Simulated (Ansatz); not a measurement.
# SrTiO3 (perovskite): exact exchange against the cheap answer (a further series), part 1 of 2

How far do hybrid functionals move SrTiO3 (perovskite) from its cheap description, and at what price?

Program: Ansatz 0.2.0. Level of theory: DFT at several levels, plane waves, PAW. These are calculated values, not measurements.

### Step 1. Starting point

The structure is cubic, space group Pm-3m (No. 221). Conventional cell: a = 3.905 Å, b = 3.905 Å, c = 3.905 Å, α = 90.00°, β = 90.00°, γ = 90.00°. Sr (site symmetry m-3m) is surrounded by 12 O at 2.76 Å. Around Ti (site symmetry m-3m) lie 6 O at 1.95 Å. Around O (site symmetry 4/mmm) lie 2 Ti at 1.95 Å and 4 Sr at 2.76 Å.

As a file:

```cif
data_structure
_symmetry_space_group_name_H-M 'P 1'
_symmetry_Int_Tables_number 1
_cell_length_a 3.9050
_cell_length_b 3.9050
_cell_length_c 3.9050
_cell_angle_alpha 90.000
_cell_angle_beta 90.000
_cell_angle_gamma 90.000
_cell_volume 59.55
loop_
_atom_site_label
_atom_site_type_symbol
_atom_site_fract_x
_atom_site_fract_y
_atom_site_fract_z
_atom_site_occupancy
Sr1 Sr 0.00000 0.00000 0.00000 1
Ti1 Ti 0.50000 0.50000 0.50000 1
O1 O 0.00000 0.50000 0.50000 1
O2 O 0.50000 0.50000 0.00000 1
O3 O 0.50000 0.00000 0.50000 1
```

At PBE, an earlier run found 4.33 GPa for this cell of 11.910 Å³/atom (6×6×6 mesh), mesh gap 1.89 eV. The cell is compressed at this level.

All runs below keep this geometry.

Levels to run, all on a 4×4×4 mesh: Hartree–Fock; r²SCAN0 form (fraction 1/ε∞). Hardware: 4 threads of Arm Neoverse V1, shared host.

An earlier series ran PBE on this mesh: volume 11.910 Å³/atom, pressure 4.37 GPa, gap on the mesh 1.87 eV.

### Step 2. Hartree–Fock

Input file input.yaml:

```yaml
crystal:
  lattice:
    - [3.9050012542, 0.0, 0.0]
    - [0.0, 3.9050012542, 0.0]
    - [0.0, 0.0, 3.9050012542]
  atoms:
    - { symbol: Sr, position: [0.0, 0.0, 0.0] }
    - { symbol: Ti, position: [0.5, 0.5, 0.5] }
    - { symbol: O, position: [0.0, 0.5, 0.5] }
    - { symbol: O, position: [0.5, 0.5, 0.0] }
    - { symbol: O, position: [0.5, 0.0, 0.5] }
basis:
  ecutwfc: 420
  ecutrho_ratio: 4
kpoints:
  mp_grid: { grid: [4, 4, 4] }
hamiltonian:
  xc: hf
scf:
  occupations: { method: gaussian, width: 0.05 }
  n_extra_bands: 13
output:
  forces: true
  stress: true
  eigenvalues: true
  populations: true
  dos: { projected: true, de: 0.02 }
```

Run with:

```console
ansatz run input.yaml --threads 4 --pin off --max-ram 8192MiB --backend cpu --events-out ev --progress --plain --runs-dir out
```

The program printed:

```text
Warning: output.stress: scf.convergence.dr2_threshold = 1e-7 eV (the SCF's general default) is looser than the 5e-10 eV advised for a printed stress (1e-10 eV for each atom of the cell: 5). What an SCF threshold leaves in a stress goes as its square root, and in the free energy as the threshold itself, and one threshold admits the most on a small cell: of the crystals measured, under no hybrid functional and no lock of the moments, on runs that ended without the residual-converged pass, on stresses that held no estimate of that error, the worst erred by over 100 MPa in a component at 1e-7 eV an atom and by under 5 at 1e-10. Set scf.convergence.dr2_threshold to 5e-10 eV or tighter. The threshold is an SCF's pass mark: one that does not reach it within its budget of iterations ends unconverged, or closes short of it on a stop that the run arms, and scf.convergence.dr2_threshold's page says what that costs each kind of run
Warning: output.stress: scf.exx.energy_threshold = 1e-6 eV is looser than the 5e-8 eV advised for a stress under a hybrid functional (1e-8 eV for each atom of the cell: 5). Every SCF of the exchange loop can meet its threshold on dr2 while the loop round them stops early: no threshold on dr2 bounds what that leaves in the stress. Set scf.exx.energy_threshold to 5e-8 eV or tighter. The threshold is the loop's pass mark: a loop that does not reach it within its budget of cycles ends unconverged, and scf.exx.energy_threshold's page has the law
Warning: RAYON_NUM_THREADS=4 ignored (pool sized by the plan → 4); use --threads N
scf.n_extra_bands = 13 over 20 filled bands (N_el = 40.0): the run solves 33 bands
Engine: ansatz 0.2.0, aarch64-unknown-linux-gnu
Pseudopotentials: kind: paw
Pseudopotential: Sr, paw, valence charge 10, recommended cutoff 420 eV (normal), Sr.paw.azcp
Pseudopotential: Ti, paw, valence charge 12, recommended cutoff 420 eV (normal), Ti.paw.azcp
Pseudopotential: O, paw, valence charge 6, recommended cutoff 420 eV (normal), O.paw.azcp
Functional definition: HF
  exchange = exact_x
  correlation = 0
Crystal: 5 atoms, lattice volume = 59.548 Å³
Basis set: ecut = 420 eV, 1189 PW (Γ)
Bands: 33, of which v1, the nominal top of the filled ones, is band 20 counted from 1 (19 counted from 0)
Symmetry: 48 space group operations
Space group: Pm-3m (ITA 221), of the structure as read, at distance tolerance 3.9e-5 Å
k-points: 10 of 64
Non-local potential: Sr, projectors of the file, l = 0: 3, l = 1: 2, l = 2: 2
Non-local potential: Ti, projectors of the file, l = 0: 3, l = 1: 2, l = 2: 3, l = 3: 1
Non-local potential: O, projectors of the file, l = 0: 2, l = 1: 2, l = 2: 1
PAW form: soft (Blöchl's): semilocal exchange-correlation on the pseudo side does not see the compensation charge
PAW frozen core: Sr, regenerated for the run's functional, and the local potential with it (the file was generated under x = pbe(κ = 0.804, μ = 0.2195149727645171), c = pbe(β = 0.06672455060314922))
PAW frozen core: Ti, regenerated for the run's functional, and the local potential with it (the file was generated under x = pbe(κ = 0.804, μ = 0.2195149727645171), c = pbe(β = 0.06672455060314922))
PAW frozen core: O, regenerated for the run's functional, and the local potential with it (the file was generated under x = pbe(κ = 0.804, μ = 0.2195149727645171), c = pbe(β = 0.06672455060314922))
PAW one-centre angular grid: Sr, 110 points (default); XC on 64 Gauss nodes
PAW one-centre angular grid: Ti, 590 points (default); XC on 64 Gauss nodes
PAW one-centre angular grid: O, 110 points (default); XC on 64 Gauss nodes
Initial density: superposition of atomic densities (neutral atoms: chi_scale 0, normalization atom), corrected by the library's trained network
Initial wavefunctions: pseudopotential atomic-orbital guess
Functional: x = pbe(κ = 0.804, μ = 0.2195149727645171), c = none, warm-up for x = 0 pbe(κ = 0.804, μ = 0.2195149727645171) + 1 exact, c = none
SCF iter   1: F=—  HF=-7654.050524 eV  |F-HF|=—  |Δ(HF+E_count)|=         —  Δρ=1.71e-2  dr2=1.58e-1  ethr=1.77e-3  ⟨swp⟩=10.1  Hψ=1567  notcnv=1
preconditioner: auto → none  [insulator: Δε(μ)=2.207 eV  Ē_g=15.751 eV  σ=0.050 eV  W_gap=1.00  n_scr=18 (ndim 8)  ℏωp=26.4 eV  f_vac=0.000  D(μ)=0.00/eV (n_scr^D=0)]
SCF iter   2: F=—  HF=-7654.022318 eV  |F-HF|=—  |Δ(HF+E_count)|=   2.82e-2  Δρ=5.60e-3  dr2=2.26e-2  ethr=3.96e-4  ⟨swp⟩=3.5  Hψ=721  notcnv=0  defer=1
iter 3 solved again at ethr=2.87e-6 eV; its pass at ethr=5.66e-5 eV (dr2=1.15e-3 eV) is discarded
SCF iter   3: F=—  HF=-7654.019525 eV  |F-HF|=—  |Δ(HF+E_count)|=   2.79e-3  Δρ=1.13e-3  dr2=1.13e-3  ethr=2.87e-6  ⟨swp⟩=2.4  Hψ=1248  notcnv=0  defer=1
SCF iter   4: F=-7654.019373 eV  HF=-7654.019377 eV  |F-HF|=4.36e-6  |Δ(HF+E_count)|=   1.48e-4  Δρ=1.30e-4  dr2=9.18e-6  ethr=2.84e-6  ⟨swp⟩=2.1  Hψ=532  notcnv=0  defer=1
SCF 1 stopped early in 4 iterations: F = -7654.019373 eV  dr2 = 9.18e-6
Initial density: handed on by an earlier stage of this run
Initial wavefunctions: those handed on with the density
Functional: x = 0 pbe(κ = 0.804, μ = 0.2195149727645171) + 1 exact, c = none
Frozen-core exchange: fock
SCF iter   1: F=—  HF=-7664.980467 eV  |F-HF|=—  |Δ(HF+E_count)|=         —  Δρ=5.24e-2  dr2=2.28e0  ethr=2.30e-7  ⟨swp⟩=7.5  Hψ=1814  notcnv=0
preconditioner: auto → none  [insulator: Δε(μ)=13.787 eV  Ē_g=29.425 eV  σ=0.050 eV  W_gap=1.00  n_scr=18 (ndim 8)  ℏωp=26.4 eV  f_vac=0.002  D(μ)=0.00/eV (n_scr^D=0)]
SCF iter   2: F=—  HF=-7663.951424 eV  |F-HF|=—  |Δ(HF+E_count)|=    1.03e0  Δρ=2.06e-2  dr2=4.80e-1  ethr=2.30e-7  ⟨swp⟩=5.0  Hψ=1401  notcnv=0
SCF iter   3: F=—  HF=-7663.896772 eV  |F-HF|=—  |Δ(HF+E_count)|=   5.47e-2  Δρ=5.02e-3  dr2=4.67e-1  ethr=2.30e-7  ⟨swp⟩=5.0  Hψ=1174  notcnv=0
SCF iter   4: F=—  HF=-7664.737631 eV  |F-HF|=—  |Δ(HF+E_count)|=   8.41e-1  Δρ=7.71e-3  dr2=2.81e-1  ethr=2.30e-7  ⟨swp⟩=5.0  Hψ=1256  notcnv=0
SCF iter   5: F=—  HF=-7665.036234 eV  |F-HF|=—  |Δ(HF+E_count)|=   2.99e-1  Δρ=3.72e-3  dr2=3.64e-2  ethr=2.30e-7  ⟨swp⟩=5.0  Hψ=1313  notcnv=0
[... 2 lines left out ...]
SCF 2 stopped early in 7 iterations: F = -7665.081237 eV  dr2 = 1.77e-3
hybrid outer 1: dexx = +1.769e0 eV, tail = 2.12e-2 eV
Frozen-core exchange: fock
[... 1 line left out ...]
preconditioner: auto → none  [insulator: Δε(μ)=12.240 eV  Ē_g=28.698 eV  σ=0.050 eV  W_gap=1.00  n_scr=18 (ndim 8)  ℏωp=26.4 eV  f_vac=0.005  D(μ)=0.00/eV (n_scr^D=0)]
[... 2 lines left out ...]
SCF iter   4: F=-7665.048683 eV  HF=-7665.048686 eV  |F-HF|=2.51e-6  |Δ(HF+E_count)|=   8.24e-5  Δρ=1.13e-4  dr2=4.64e-6  ethr=4.06e-7  ⟨swp⟩=2.3  Hψ=538  notcnv=0
SCF 3 stopped early in 4 iterations: F = -7665.048683 eV  dr2 = 4.64e-6
hybrid outer 2: dexx = +2.621e-3 eV, tail = 1.66e-4 eV, Δε = 1.07e-1 eV (about 1.13e-2 eV left of the loop's levels)
Frozen-core exchange: fock
SCF iter   1: F=—  HF=-7665.048283 eV  |F-HF|=—  |Δ(HF+E_count)|=         —  Δρ=1.50e-4  dr2=1.29e-5  ethr=2.07e-6  ⟨swp⟩=3.7  Hψ=812  notcnv=0
preconditioner: auto → none  [insulator: Δε(μ)=12.247 eV  Ē_g=28.685 eV  σ=0.050 eV  W_gap=1.00  n_scr=18 (ndim 8)  ℏωp=26.4 eV  f_vac=0.005  D(μ)=0.00/eV (n_scr^D=0)]
SCF iter   2: F=—  HF=-7665.048309 eV  |F-HF|=—  |Δ(HF+E_count)|=   2.63e-5  Δρ=1.14e-4  dr2=5.19e-6  ethr=1.29e-8  ⟨swp⟩=4.0  Hψ=741  notcnv=0
SCF iter   3: F=—  HF=-7665.048308 eV  |F-HF|=—  |Δ(HF+E_count)|=   8.78e-7  Δρ=3.11e-5  dr2=1.05e-6  ethr=9.41e-9  ⟨swp⟩=4.0  Hψ=733  notcnv=0
SCF iter   4: F=—  HF=-7665.048309 eV  |F-HF|=—  |Δ(HF+E_count)|=   5.18e-7  Δρ=9.84e-6  dr2=6.57e-8  ethr=1.05e-9  ⟨swp⟩=3.6  Hψ=709  notcnv=0
SCF iter   5: F=—  HF=-7665.048309 eV  |F-HF|=—  |Δ(HF+E_count)|=   8.20e-9  Δρ=5.27e-6  dr2=1.40e-8  ethr=1.07e-10  ⟨swp⟩=3.5  Hψ=855  notcnv=0
SCF iter   6: F=-7665.048309 eV  HF=-7665.048309 eV  |F-HF|=1.45e-9  |Δ(HF+E_count)|=   5.45e-9  Δρ=1.85e-6  dr2=1.67e-9  ethr=2.77e-11  ⟨swp⟩=3.5  Hψ=682  notcnv=0
SCF 4 converged in 6 iterations: F = -7665.048309 eV  dr2 = 1.67e-9
  Residual-converged pass: ⟨swp⟩=2.2  Hψ=536  notcnv=0  max |occ|·‖R‖ = 2.4e-6 eV (tolerance 2.4e-6 eV)  dr2=1.68e-9  dr2_onsite=1.59e-10  max |Δocc| = 0.0e0
hybrid outer 3: dexx = +4.055e-5 eV, tail = 2.32e-6 eV, Δε = 1.01e-2 eV (about 1.17e-3 eV left of the loop's levels)
Frozen-core exchange: fock
SCF iter   1: F=—  HF=-7665.048301 eV  |F-HF|=—  |Δ(HF+E_count)|=         —  Δρ=1.75e-5  dr2=1.34e-7  ethr=2.90e-8  ⟨swp⟩=3.9  Hψ=743  notcnv=0
preconditioner: auto → none  [insulator: Δε(μ)=12.246 eV  Ē_g=28.685 eV  σ=0.050 eV  W_gap=1.00  n_scr=18 (ndim 8)  ℏωp=26.4 eV  f_vac=0.005  D(μ)=0.00/eV (n_scr^D=0)]
SCF iter   2: F=—  HF=-7665.048301 eV  |F-HF|=—  |Δ(HF+E_count)|=   3.29e-7  Δρ=1.50e-5  dr2=5.71e-8  ethr=1.32e-10  ⟨swp⟩=4.0  Hψ=787  notcnv=0
SCF iter   3: F=-7665.048301 eV  HF=-7665.048301 eV  |F-HF|=4.76e-9  |Δ(HF+E_count)|=   2.23e-8  Δρ=3.53e-6  dr2=5.46e-9  ethr=8.97e-11  ⟨swp⟩=4.0  Hψ=747  notcnv=0
SCF 5 converged in 3 iterations: F = -7665.048301 eV  dr2 = 5.46e-9
  Residual-converged pass: ⟨swp⟩=3.0  Hψ=585  notcnv=0  max |occ|·‖R‖ = 2.4e-6 eV (tolerance 2.4e-6 eV)  dr2=5.46e-9  dr2_onsite=9.24e-10  max |Δocc| = 0.0e0
hybrid outer 4: dexx = +6.106e-7 eV, tail = 4.64e-8 eV, Δε = 1.20e-3 eV (about 1.74e-4 eV left of the loop's levels), ΔF = 1.89e-29 eV/Å (tail 2.51e-29)
hybrid SCF converged: 4 outer / 20 inner (+4 warm-up), last move |dexx| = 6.11e-7 eV, tail = 4.64e-8 eV
Stability not checked: this state was not tested for a lower state beside it, because the functional holds exact exchange (a hybrid, or Hartree-Fock), whose exchange loop this test does not read (fock_operator; see scf.lower_state_search)
Free energy (F): -7665.048301 eV
Frozen-core exchange: fock
Harris-Foulkes:  -7665.048301 eV  (|F-HF|=4.76e-9)
Internal energy: -7665.048301 eV  (E = F + TS)
E sigma→0 (E₀):  -7665.048301 eV
Fermi energy:    11.399091 eV
--- Per-component energies (eV) ---
  E_band       = -558.175321
  E_kinetic    = 1056.858989
  E_local      = -2339.286978  (includes V_loc(G=0)·N_el)
  E_nonlocal   = 320.441036
  E_hartree    = 811.827642
  E_xc         = 0.000000
  E_vxc        = 0.000000  (∫ρ·V_xc dr)
  E_exx        = -558.426336  (= α·E_x^exact, valence–valence)
  E_paw        = -4063.035016  (= ΣΔE_a)
  E_vpaw       = -102.997591  (= ΣTr[D̂ρ^β])
  E_aug_tail   = 0.007500  (compensation charges beyond the density's cutoff)
  E_ewald      = -2891.301312
  E_core_change = -2.133826  (= ΣΔE_core)
  E_smearing   = -0.000000  (= −TS)
  E_closure    = 0.000000  (closes the sum)
  Σ components = -7665.048301   (vs F -7665.048301, Δ=-9.09e-13)
--- Forces (eV/Å), atoms counted from 1 ---
  atom   1  Sr    -0.00000000    -0.00000000    -0.00000000
  atom   2  Ti     0.00000000     0.00000000    -0.00000000
  atom   3  O      0.00000000    -0.00000000    -0.00000000
  atom   4  O      0.00000000     0.00000000     0.00000000
  atom   5  O      0.00000000    -0.00000000    -0.00000000
  max |Σ_I F_I| component: 4.51e-29 eV/Å
--- Stress (GPa, compression-positive) ---
        0.688488       0.000000       0.000000
        0.000000       0.688488       0.000000
        0.000000       0.000000       0.688488
  P = ⅓ Tr σ = 0.6885 GPa (6.885 kbar)
--- Band table (eV; the first three rows and the last of 10) ---
  k-point 0: bands = ["-67.5442", "-37.0857", "-37.0857", "-37.0857", "-34.3186", "-18.5455", "-17.3006", "-17.3006", "-11.3504", "-11.3504", "-11.3504", "1.3589", "1.3589", "1.3589", "3.7306", "3.7306", "3.7306", "4.8622", "4.8622", "4.8622", "17.5222", "17.5222", "17.5222", "19.9330", "19.9330", "20.9506", "20.9506", "21.8762", "24.8783", "24.8783", "24.8783", "31.8559", "34.7964"]
  k-point 1: bands = ["-67.5434", "-37.1322", "-37.0812", "-37.0812", "-34.2972", "-18.4649", "-17.2792", "-17.1480", "-11.3024", "-11.3024", "-11.1107", "0.5382", "1.3848", "1.3848", "3.1524", "3.1524", "3.2842", "3.3191", "4.5528", "4.5528", "17.6593", "18.7963", "18.7963", "19.9648", "21.5459", "22.0532", "22.0920", "23.4558", "24.5557", "25.5401", "25.5401", "31.9660", "33.2911"]
  k-point 2: bands = ["-67.5430", "-37.1802", "-37.0770", "-37.0770", "-34.2761", "-18.4864", "-17.2576", "-16.8489", "-11.2538", "-11.2538", "-10.8803", "-0.4341", "1.4602", "1.4602", "2.1865", "2.5315", "2.5315", "2.9390", "4.3328", "4.3328", "17.8070", "19.9805", "20.0955", "20.0955", "22.8129", "23.3065", "23.4818", "24.2264", "26.2120", "26.2120", "26.2974", "28.8046", "31.6697"]
  k-point 9: bands = ["-67.5403", "-37.1560", "-37.1560", "-37.1560", "-34.2304", "-16.8198", "-16.8198", "-16.8198", "-11.7183", "-11.7183", "-11.7183", "-1.1894", "-0.0905", "-0.0905", "0.6980", "0.6980", "0.6980", "5.2760", "5.2760", "5.2760", "21.2967", "21.2967", "21.2967", "22.8699", "22.8699", "22.8699", "25.5899", "25.5899", "26.0651", "26.3851", "26.3851", "31.3155", "31.3155"]
--- Löwdin populations: 5 sites ---
  site symbol       q [e]
     0     Sr      8.2336
     1     Ti     10.0576
     2      O      7.1308
     3      O      7.1308
     4      O      7.1308
  spilling = 0.007910 (of n_electrons = 40.000000)
```

Run time: 15 s. Hardware: 4 threads of Arm Neoverse V1, shared host; peak memory 0.96 GiB.

This gives: volume 11.910 Å³/atom, pressure 0.69 GPa, gap on the mesh 12.25 eV.

Counts of states by energy window, in eV from the valence-band top:

```
from  to  total  O 2p  Ti 3d
  -3  -2   2.28  2.03   0.13
  -2  -1   3.22  3.03   0.07
  -1   0   2.87  2.78   0.02
   0   1   0.00  0.00   0.00
   1   2   0.00  0.00   0.00
   2   3   0.00  0.00   0.00
   3   4   0.00  0.00   0.00
   4   5   0.00  0.00   0.00
   5   6   0.00  0.00   0.00
   6   7   0.00  0.00   0.00
   7   8   0.00  0.00   0.00
   8   9   0.00  0.00   0.00
   9  10   0.00  0.00   0.00
  10  11   0.00  0.00   0.00
  11  12   0.00  0.00   0.00
  12  13   0.23  0.00   0.22
  13  14   1.43  0.10   1.28
```

The projection uses the shells of the potentials' files: it has no valence p orbitals on Ti, so such weight is missing from the shares.

(Continued in part 2 of 2.)
